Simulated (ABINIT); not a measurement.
A run of ABINIT 10.8.3 (patched build):

The input run.abi:

```
# Datasets: one volume each
ndtset 7
getwfk -1
scalecart1 3*0.9795861087
scalecart2 3*0.9864848297
scalecart3 3*0.9932883884
scalecart4 3*1.0000000000
scalecart5 3*1.0066227096
scalecart6 3*1.0131594038
scalecart7 3*1.0196128224

# Pseudopotentials
pp_dirpath "./"
pseudos "W.GGA_PBE-JTH.xml"

# Structure
acell 5.1791760466 5.1791760466 5.1791760466
rprim
    -0.5773502692     0.5773502692     0.5773502692
     0.5773502692    -0.5773502692     0.5773502692
     0.5773502692     0.5773502692    -0.5773502692
ntypat 1
znucl 74
natom 1
typat 1
xred
     0.0000000000     0.0000000000     0.0000000000

# Plane-wave basis
ecut 408.170794 eV
pawecutdg 30.0

# k points
kptopt 1
ngkpt 12 12 12
nshiftk 1
shiftk 0.0 0.0 0.0

# Exchange and correlation
ixc -106131

# Bands and occupations
nband 11
occopt 3
tsmear 0.00183747

# SCF cycle
nstep 100
tolvrs 1.0e-9

# Output
iomode 3
prtwf 1
prtden 0
prteig 0
prtebands 0
```

Potentials or basis: JTH PAW PBE v2.0.

Run with:

```bash
$ abinit run.abi > log 2>&1
```

Hardware: 1 thread of Arm Neoverse V1 (shared host).

Question: Estimate the wall time of this run.

Answer: Run time: 42 s on 1 thread of Arm Neoverse V1 (shared host), peak memory 0.13 GiB. Counts: scf iterations 56, mpi ranks 1, k points 72, bands 11, plane waves 291.
